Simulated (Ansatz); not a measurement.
Runs of Ansatz 0.2.0 on Si2W. Symmetry: I4/mmm, No. 139, tetragonal system. Conventional cell: a = 3.214 Å, b = 3.214 Å, c = 7.830 Å, α = 90.00°, β = 90.00°, γ = 90.00°. W (site symmetry 4/mmm) has 10 Si at 2.62 Å as nearest neighbours. Si (site symmetry 4mm) has 5 Si at 2.59 to 2.63 Å and 5 W at 2.62 Å as nearest neighbours. 

```csv
task,level,spin,k mesh,cutoff (eV),atoms under strain,points for each segment of the path,gap on the mesh (eV),pressure (GPa),V0 of scaled cells (Å³/atom),B0 (GPa),largest force (eV/Å)
phonons,PBEsol,off,10 × 10 × 10,420,-,-,none,-,-,-,-
elastic constants,PBEsol,off,10 × 10 × 10,420,relaxed,-,none,-1.9,-,-,-
equation of state,PBE,off,12 × 12 × 12,420,-,-,-,-,13.67,221,-
band structure,PBEsol,"SOC, no magnetisation",12 × 12 × 12,420,-,14,none,(a),-,-,0.03
equation of state,r2SCAN,off,12 × 12 × 12,500,-,-,-,-,13.41,(b),-
band structure,PBE,off,12 × 12 × 12,420,-,14,none,3.3,-,-,0.08
```

Alike in all rows: potentials or basis Ansatz PAW; cell as given; smearing fermi-dirac 0.05 eV.

Problem. Estimate the missing entries.

Solution. (a) -2.1; (b) 238.

Caveats: the PAW data sets come from PBE, with cores solved anew for the run's functional, which leaves a small shift of forces and pressure (some runs); the cell was scaled at fixed shape and fractional positions, which overstates the stiffness of a crystal with free parameters, most of all of layers and chains (some runs); elastic constants of metals need much finer meshes, so these are rough (some runs); the PAW data sets were made with another functional, which shifts forces and pressure a little (some runs); spin-orbit coupling is left out, which moves the levels of the heavy elements (some runs).

A k mesh can miss the band edges, and rows without SOC leave out spin-orbit coupling on W.

A gap of «none» marks a metal or a gap under the smearing width.
